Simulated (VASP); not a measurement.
# Ti (P6/mmm) in VASP: further runs

Runs on Ti. Level: PBE. Tasks: single point.

Everything below comes from runs of VASP 6.6.1. Logs are shortened: lines on timing, memory, paths and dates and some standing lists are left out, and cuts for length are marked.

**1. The crystal as given**

The structure is hexagonal, space group P6/mmm (No. 191). Conventional cell: a = 4.567 Å, b = 4.567 Å, c = 2.826 Å, α = 90.00°, β = 90.00°, γ = 120.00°. Ti (site symmetry -6m2) has 11 Ti at 2.64 to 2.99 Å as nearest neighbours. Ti (site symmetry 6/mmm) has 14 Ti at 2.83 to 2.99 Å as nearest neighbours.

This isn't the form of Ti at room conditions, which is hcp.

**2. Single point, PBE**

The input, INCAR:

```
SYSTEM = Ti
PREC     = Accurate       ! precision mode
ENCUT    = 400            ! plane-wave cutoff, eV
EDIFF    = 1E-6           ! SCF threshold, eV
ISMEAR   = 0              ! smearing method
SIGMA    = 0.4            ! smearing width, eV
LREAL    = .False.        ! projectors in reciprocal space
LASPH    = .True.         ! aspherical terms in the spheres
NELM     = 100            ! most SCF steps
ALGO     = Normal         ! electronic algorithm
ISIF     = 2              ! what is computed and relaxed
LWAVE    = .False.        ! write WAVECAR
LCHARG   = .False.        ! write CHGCAR
GGA      = PE             ! functional
NBANDS   = 13             ! bands
ADDGRID  = .False.
```

The input, KPOINTS:

```
Automatic mesh
0
Gamma
  12 12 17
  0 0 0
```

The input, POSCAR:

```
Ti
1.0
    4.5673748306      0.0000000000      0.0000000000
   -2.2836874153      3.9554626319      0.0000000000
    0.0000000000      0.0000000000      2.8262442700
Ti
3
Direct
    0.6666666667      0.3333333333      0.5000000000
    0.3333333333      0.6666666667      0.5000000000
    0.0000000000      0.0000000000      0.0000000000
```

Potentials or basis: VASP PAW PBE potentials, release 64 (Ti).

Launch:

```
$ cat potpaw_PBE.64/Ti/POTCAR > POTCAR
$ mpirun -np 1 vasp_std > vasp.out
```

OUTCAR:

```text
SYSTEM = Ti
   PREC = Accurate
   ENCUT = 400
   EDIFF = 1E-6
   ISMEAR = 0
   LREAL = .False.
   LASPH = .True.
   NELM = 100
   ISIF = 2
   GGA = PE

 Found    171 irreducible k-points:

 Following reciprocal coordinates:
            Coordinates               Weight
  0.000000  0.000000  0.000000      1.000000
  0.083333  0.000000  0.000000      6.000000
  0.166667  0.000000  0.000000      6.000000
  0.250000  0.000000  0.000000      6.000000
  0.333333  0.000000  0.000000      6.000000
  0.416667  0.000000  0.000000      6.000000
   k-points           NKPTS =    171   k-points in BZ     NKDIM =    171   number of bands    NBANDS=     13
   number of dos      NEDOS =    301   number of ions     NIONS =      3
   total plane-waves  NPLWV =  16200
   dimension x,y,z NGX =    30 NGY =   30 NGZ =   18
   dimension x,y,z NGXF=    60 NGYF=   60 NGZF=   36
   ions per type =               3
   NGX,Y,Z   is equivalent  to a cutoff of  10.92, 10.92, 10.59 a.u.
   NGXF,Y,Z  is equivalent  to a cutoff of  21.84, 21.84, 21.18 a.u.
 SYSTEM =  Ti
   PREC   = accura    normal or accurate (medium, high low for compatibility)
   ISTART =      0    job   : 0-new  1-cont  2-samecut
   ICHARG =      2    charge: 1-file 2-atom 10-const
   ISPIN  =      1    spin polarized calculation?
   LNONCOLLINEAR =      F non collinear calculations
   LSORBIT =      F    spin-orbit coupling
   LASPH  =      T    aspherical Exc in radial PAW
   ENCUT  =  400.0 eV  29.40 Ry    5.42 a.u.   7.45  7.45  4.61*2*pi/ulx,y,z
   NELM   =    100;   NELMIN=  2; NELMDL= -5     # of ELM steps
   EDIFF  = 0.1E-05   stopping-criterion for ELM
   LREAL  =      F    real-space projection
   EDIFFG = 0.1E-04   stopping-criterion for IOM
   NSW    =      0    number of steps for IOM
   IBRION =     -1    ionic relax: 0-MD 1-quasi-New 2-CG
   NFREE  =      0    steps in history (QN), initial steepest desc. (CG)
   ISIF   =      2    stress and relaxation
   ISYM   =      2    0-nonsym 1-usesym 2-fastsym
   POTIM  = 0.5000    time-step for ionic-motion
   TEBEG  =    0.0;   TEEND  =   0.0 temperature during run
   PSTRESS=    0.0 pullay stress
   NELECT =      12.0000    total number of electrons
   NUPDOWN=      -1.0000    fix difference up-down
   EMIN   =  10.00;   EMAX   =-10.00  energy-range for DOS
   EFERMI =   0.00;   METHOD = LEGACY
   ISMEAR =     0;   SIGMA  =   0.40  broadening in eV -4-tet -1-fermi 0-gaus
   EFERMI_NEDOS =   21; number of points for ismear=-14 and -15
   IALGO  =     38    algorithm
   IMIX   =      4    mixing-type and parameters
     AMIX     =   0.40;   BMIX     =  1.00
     AMIX_MAG =   1.60;   BMIX_MAG =  1.00
  volume/ion in A,a.u.               =      17.02       114.85
  Fermi-wavevector in a.u.,A,eV,Ry     =   1.010285  1.909162 13.887145  1.020676
  Thomas-Fermi vector in A             =   2.143265
   LORBIT       =      0    0 simple, 1 ext, 2 COOP (PROOUT), +10 PAW based schemes
   GGA     = PE    functional components
   LHFCALC =     F    Hartree Fock is set to
   AEXX    =    0.0000 exact exchange contribution
   IVDW    =     0    specifies the selected vdW correction
   LEPSILON=     F    determine dielectric tensor
   LRPA    =     F    only Hartree local field effects (RPA)
 non-spin polarized calculation
 Gauss-broadening in eV      SIGMA  =   0.40
  energy-cutoff  :      400.00
  volume of cell :       51.06
 maximum number of plane-waves:       946
 NGX is ok and might be reduce to    30
   NGX = 15   NGY = 15   NGZ =  9

 number of electron      12.0000003 magnetization

 Free energy of the ion-electron system (eV)
  ---------------------------------------------------
  ext. energy  EPLUGINS =         0.00000000
  ---------------------------------------------------
  free energy    TOTEN  =       -23.45357327 eV

  energy without entropy =      -23.17026292  energy(sigma->0) =      -23.31191809

 E-fermi :   3.0282     XC(G=0): -11.1518

 val. band max:        3.0276835394   @ k =   0.3333   0.1667   0.0588
 cond. band min:       3.0292099621   @ k =   0.4167   0.1667   0.2941
 fundamental gap:      0.0015264227
 Fermi energy:         3.0282218009

 k-point     1 :       0.0000    0.0000    0.0000
  band No.  band energies     occupation
      1      -2.9669      2.00000
      2       1.1256      2.00000
      3       2.3695      1.98014
      4       2.3695      1.98014
      5       2.4508      1.95880
      6       2.4508      1.95880
      7       3.0405      0.96533
      8       3.7406      0.01178
      9       4.3401      0.00000
     10       4.3401      0.00000
     11       4.8694      0.00000
     12       4.8698      0.00000
     13       4.9468      0.00000

 k-point     2 :       0.0833    0.0000    0.0000
  band No.  band energies     occupation
      1      -2.8859      2.00000
      2       1.1318      2.00000
      3       2.0981      1.99899
      4       2.2681      1.99280
      5       2.4328      1.96473
      6       2.6364      1.83404
      7       3.1418      0.68810
      8       3.7547      0.01021
      9       4.2849      0.00001
     10       4.4030      0.00000
     11       4.6761      0.00000
     12       4.6997      0.00000
     13       5.1565      0.00000

 k-point     3 :       0.1667    0.0000    0.0000
  band No.  band energies     occupation
      1      -2.6470      2.00000
      2       1.1018      2.00000
      3       1.7244      2.00000
      4       2.2199      1.99574
      5       2.2211      1.99568
      6       2.9290      1.27439
      7       3.2700      0.39268
      8       3.7670      0.00900
      9       4.1289      0.00010
     10       4.4754      0.00000
     11       4.5756      0.00000
     12       4.5761      0.00000
     13       5.4059      0.00000

 k-point     4 :       0.2500    0.0000    0.0000
  band No.  band energies     occupation
      1      -2.2627      2.00000
      2       0.9203      2.00000
      3       1.3536      2.00000
      4       2.0799      1.99920
      5       2.2592      1.99345
      6       3.2694      0.39386
      7       3.2761      0.38078
      8       3.7424      0.01157
      9       3.9037      0.00197
     10       4.3090      0.00001
     11       4.5425      0.00000
     12       4.8306      0.00000
     13       5.6511      0.00000

 k-point     5 :       0.3333    0.0000    0.0000
  band No.  band energies     occupation
      1      -1.7544      2.00000
      2       0.6260      2.00000
      3       0.8883      2.00000
      4       2.1792      1.99731
      5       2.3743      1.97922
      6       3.1583      0.64569
      7       3.4889      0.10340
      8       3.6812      0.02097
      9       3.7766      0.00815
     10       4.1848      0.00004
     11       4.6064      0.00000
     12       5.1425      0.00000
     13       5.7000      0.00000

 k-point     6 :       0.4167    0.0000    0.0000
  band No.  band energies     occupation
      1      -1.1533      2.00000
      2       0.1502      2.00000
      3       0.5576      2.00000
      4       2.4111      1.97089
      5       2.5397      1.91586
      6       2.9491      1.22029
      7       3.2829      0.36781
      8       3.6191      0.03670
      9       4.0282      0.00041
     10       4.1081      0.00013
     11       4.7654      0.00000
     12       5.3420      0.00000
     13       5.4831      0.00000

 [... further k-points ...]
[... 5 lines left out ...]
  --------------------------------------------------------------------------------------
  -------------------------------------------------------------------------------------
  Total       -0.1696560     -0.1696560     -0.3269354      0.0000000     -0.0000000      0.0000000
  in kB       -5.3236095     -5.3236095    -10.2588553      0.0000000     -0.0000000      0.0000000
  external PRESSURE =      -6.9686914 kB  Pullay stress =       0.0000000 kB

 VOLUME and BASIS-vectors are now :
 -----------------------------------------------------------------------------
  energy-cutoff  :      400.00
  volume of cell :       51.06
      direct lattice vectors                 reciprocal lattice vectors
     4.567374831  0.000000000  0.000000000     0.218944150  0.126407464  0.000000000
    -2.283687415  3.955462632  0.000000000     0.000000000  0.252814928  0.000000000
     0.000000000  0.000000000  2.826244270     0.000000000  0.000000000  0.353826458

 POSITION                                       TOTAL-FORCE (eV/Angst)
 -----------------------------------------------------------------------------------
      2.28369      1.31849      1.41312        -0.000000      0.000000     -0.000000
     -0.00000      2.63698      1.41312         0.000000     -0.000000      0.000000
      0.00000      0.00000      0.00000         0.000000      0.000000      0.000000
 -----------------------------------------------------------------------------------
    total drift:                               -0.000000      0.000000      0.000000

  FREE ENERGIE OF THE ION-ELECTRON SYSTEM (eV)
  ---------------------------------------------------
  free  energy   TOTEN  =       -23.4535732651 eV

  energy  without entropy=      -23.1702629201  energy(sigma->0) =      -23.31191809
```

It took 50 s on 1 thread of Intel Xeon Platinum 8488C (Sapphire Rapids), shared host; peak memory 0.19 GiB.

These settings aren't checked as converged: the numbers below hold their error.

Results:

```yaml
Free_energy: -23.4536 eV
Pressure: -0.7 GPa
Band_gap_on_the_k_mesh: none (metal or under the smearing width)
```

**3. Single point, PBE**

INCAR is that of step 2.

KPOINTS is that of step 2.

The input, POSCAR:

```
Ti
1.0
    4.5673748306      0.0000000000      0.0000000000
   -2.2836874153      3.9554626319      0.0000000000
    0.0000000000      0.0000000000      2.8262442700
Ti
3
Direct
    0.6535550000      0.3369470000      0.4982190000
    0.3492570000      0.6782810000      0.5288300000
    0.0014220000     -0.0021490000     -0.0037100000
```

Potentials or basis: VASP PAW PBE potentials, release 64 (Ti).

Launch:

```
$ cat potpaw_PBE.64/Ti/POTCAR > POTCAR
$ mpirun -np 1 vasp_std > vasp.out
```

Run time: 6.7 min. Hardware: 1 thread of Intel Xeon Platinum 8488C (Sapphire Rapids), shared host; peak memory 0.55 GiB.

The run converged, but some of its settings lie outside the range that counts as converged, so its numbers aren't taken as properties of the crystal.

What came out:

* Free energy: -23.4227 eV
* Pressure: -0.4 GPa
* Largest force: 0.361 eV/Å
* Band gap on the k mesh: none (metal or under the smearing width)

**4. Single point, PBE**

Changes to INCAR since step 3:

```diff
@@ -5,3 +5,3 @@
 ISMEAR   = 0              ! smearing method
-SIGMA    = 0.4            ! smearing width, eV
+SIGMA    = 0.2            ! smearing width, eV
 LREAL    = .False.        ! projectors in reciprocal space
```

KPOINTS is that of step 3.

The input, POSCAR:

```
Ti
1.0
    4.5673748306      0.0000000000      0.0000000000
   -2.2836874153      3.9554626319      0.0000000000
    0.0000000000      0.0000000000      2.8262442700
Ti
3
Direct
    0.6666666667      0.3333333333      0.5000000000
    0.3333333333      0.6666666667      0.5000000000
    0.0000000000      0.0000000000      0.0000000000
```

Launch:

```
$ cat potpaw_PBE.64/Ti/POTCAR > POTCAR
$ mpirun -np 1 vasp_std > vasp.out
```

It took 56 s on 1 thread of Intel Xeon Platinum 8488C (Sapphire Rapids), shared host; peak memory 0.19 GiB.

These settings aren't checked as converged: the numbers below hold their error.

What came out:

- Free energy: -23.3553 eV
- Pressure: -1.1 GPa
- Band gap on the k mesh: none (metal or under the smearing width)
